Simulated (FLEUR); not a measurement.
Crystal: GaN.

```xyz
2
Lattice="0.0000 2.2535 2.2535 2.2535 0.0000 2.2535 2.2535 2.2535 0.0000" Properties=species:S:1:pos:R:3 pbc="T T T"
Ga    0.0000    0.0000    0.0000
N     1.1268    1.1268    1.1268
```

The cell is a database's computed one.

Base run:

```yaml
Program: FLEUR MaX-R8.1 (later development tree)
Functional: LDA
Potentials_or_basis: all-electron
Basis: FLAPW
Kmax: 5.05 1/bohr
k_mesh: 10 × 10 × 10
Occupations: fermi-dirac, width 0.05 eV
Spin: no spin polarisation
```

Its results: band gap on the k mesh 1.74 eV, direct.

Q: After a change of settings the same cell gave: band gap on the k mesh 2.06 eV, direct. Which change was it?
A. functional from LDA to BLYP
B. functional from LDA to SCAN
C. functional from LDA to AM05
D. functional from LDA to PBEsol

A: B.

SCAN gives the wider gap, since meta-GGAs in the generalised Kohn-Sham scheme recover part of the derivative discontinuity.

Caveats: the meta-GGA is that of a development version, with a GGA for the radial functions and cores and without core tails (some runs).

Not every run made on this cell is shown here.
